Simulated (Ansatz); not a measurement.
Write the native input for Ansatz 0.2.0 that does the following.

* Task: single point
* Functional: HSE06 form with a typed share of exact exchange
* Potentials or basis: Ansatz PAW
* Cutoff: 420 eV (not typed: the program's choice for these potentials)
* k mesh: 6 × 6 × 6
* Occupations: fermi-dirac, width 0.05 eV
* Spin: no spin polarisation
* Screening (1/Å): 0.2
* Share of exact exchange: 0.3

Crystal: GaN.

```
CELL_PARAMETERS angstrom
0.00000 2.13524 2.13524
2.13524 0.00000 2.13524
2.13524 2.13524 0.00000
ATOMIC_POSITIONS crystal
Ga 0.00000 0.00000 0.00000
N 0.50000 0.50000 0.50000
```

Measurements of this composition are mostly on another form, of space group No. 186.

These files were run (other wordings do the same):

input.yaml

```yaml
crystal:
  lattice:
    - [0.0, 2.135235, 2.135235]
    - [2.135235, 0.0, 2.135235]
    - [2.135235, 2.135235, 0.0]
  atoms:
    - { symbol: Ga, position: [0.0, 0.0, 0.0] }
    - { symbol: "N", position: [0.5, 0.5, 0.5] }
hamiltonian:
  xc: { exchange: pbe, correlation: pbe, exx: { coeff: 0.3, omega: 0.2 } }
  pseudopotentials: { kind: paw }
kpoints:
  mp_grid: { grid: [6, 6, 6] }
scf:
  occupations: { method: fermi_dirac, width: 0.05 }
output:
  forces: true
  stress: true
  eigenvalues: true
```

Potentials or basis: Ansatz PAW.

Run with:

```console
$ ansatz run input.yaml --threads 2 --pin off --max-ram 5632MiB --backend cpu --events-out ev --progress --plain --runs-dir out
```

Results of the run:

```yaml
Pressure: -11.8 GPa
Band_gap_on_the_k_mesh: 1.91 eV, indirect (least direct gap 3.92 eV)
```

Caveat: the k mesh is coarse (spacing up to 0.42 Å⁻¹), so the values aren't converged, least of all with exact exchange; the pressure holds a Pulay correction of +0.6 GPa for the finite cutoff; the PAW data sets come from PBE, with cores solved anew for the run's functional, which leaves a small shift of forces and pressure; the thresholds are loose for stress.

It took 7.6 s on 2 threads of Arm Neoverse V2, with other jobs on the host, peak memory 0.7 GiB.
